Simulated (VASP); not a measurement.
A run of VASP 6.6.1:

Contents of POSCAR:

```
Te
1.0
    4.4540000000      0.0000000000      0.0000000000
   -2.2270000000      3.8572771485      0.0000000000
    0.0000000000      0.0000000000      5.9240000000
Te
3
Direct
    0.7310000000      0.7310000000      0.0000000000
    0.0000000000      0.2690000000      0.6666666667
    0.2690000000      0.0000000000      0.3333333333
```

The input INCAR.step1:

```
SYSTEM = Te
  ALGO = Normal
  EDIFF = 1E-6
  ENCUT = 520
  GGA = CA
  ISIF = 2
  ISMEAR = 0
  LASPH = .TRUE.
  LCHARG = .TRUE.
  LREAL = .FALSE.
  LWAVE = .FALSE.
  NELM = 100
  PREC = Accurate
  SIGMA = 0.02
```

File KPOINTS.step1:

```
k-points
0
G
  8 8 6
  0 0 0
```

Contents of INCAR.step2:

```
SYSTEM = Te
  ALGO = Normal
  EDIFF = 1E-6
  ENCUT = 520
  GGA = CA
  ICHARG = 11
  ISIF = 2
  ISMEAR = 0
  LASPH = .TRUE.
  LCHARG = .FALSE.
  LREAL = .FALSE.
  LWAVE = .FALSE.
  NELM = 100
  PREC = Accurate
  SIGMA = 0.05
```

Contents of KPOINTS.step2:

```
path GMKGALHA,LM,KH
10
line-mode
reciprocal
 0.0000000000  0.0000000000  0.0000000000  G
 0.5000000000  0.0000000000  0.0000000000  M

 0.5000000000  0.0000000000  0.0000000000  M
 0.3333333333  0.3333333333  0.0000000000  K

 0.3333333333  0.3333333333  0.0000000000  K
 0.0000000000  0.0000000000  0.0000000000  G

 0.0000000000  0.0000000000  0.0000000000  G
 0.0000000000  0.0000000000  0.5000000000  A

 0.0000000000  0.0000000000  0.5000000000  A
 0.5000000000  0.0000000000  0.5000000000  L

 0.5000000000  0.0000000000  0.5000000000  L
 0.3333333333  0.3333333333  0.5000000000  H

 0.3333333333  0.3333333333  0.5000000000  H
 0.0000000000  0.0000000000  0.5000000000  A

 0.5000000000  0.0000000000  0.5000000000  L
 0.5000000000  0.0000000000  0.0000000000  M

 0.3333333333  0.3333333333  0.0000000000  K
 0.3333333333  0.3333333333  0.5000000000  H
```

Potentials or basis: VASP PAW LDA potentials, release 64 (Te).

Launch:

```bash
$ cat potpaw_LDA.64/Te/POTCAR > POTCAR
$ cp INCAR.step1 INCAR
$ cp KPOINTS.step1 KPOINTS
$ mpirun -np 1 vasp_std > vasp.out
$ cp INCAR.step2 INCAR
$ cp KPOINTS.step2 KPOINTS
$ mpirun -np 1 vasp_std > vasp.out
```

Hardware: 1 thread of AMD EPYC 9R14 (Zen 4), with other jobs on the host.

Question: How long does it take, and how much memory?

Answer: Run time: 74 s on 1 thread of AMD EPYC 9R14 (Zen 4) (shared host), peak memory 0.21 GiB. Counts: scf iterations 7, k points 90.
